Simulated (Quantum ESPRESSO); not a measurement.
## AgCl (Chlorargyrite) in Quantum ESPRESSO: the effect of functional

AgCl (Chlorargyrite):

```
Ag Cl
1.0
     0.00000    2.73500    2.73500
     2.73500    0.00000    2.73500
     2.73500    2.73500    0.00000
Ag Cl
1 1
Direct
  0.00000 0.00000 0.00000
  0.50000 0.50000 0.50000
```

Alike in all runs:

```yaml
Program: Quantum ESPRESSO 7.5
Task: band structure
Potentials_or_basis: SG15 PBE 1.2
Cutoff: 952 eV
Density_cutoff: 3810 eV
k_mesh: 6 × 6 × 6
Occupations: fermi-dirac, width 0.05 eV
Spin: no spin polarisation
```

**Question.** One run gave: gap on the mesh 1.03 eV; pressure 3.1 GPa. Which functional did it use?
A. r2SCAN
B. SCAN
C. TASK
D. TPSS

**Answer.** D.

| functional | gap on the mesh (eV) | pressure (GPa) |
| --- | --- | --- |
| r2SCAN | 1.40 | 2.4 |
| SCAN | 1.35 | 2.2 |
| TASK | 2.28 | 11.2 |
| TPSS | 1.03 | 3.1 |

Caveats: the potentials were made for another functional, which shifts forces and pressure; this potential file gives levels or pressures that part from those of other sets.

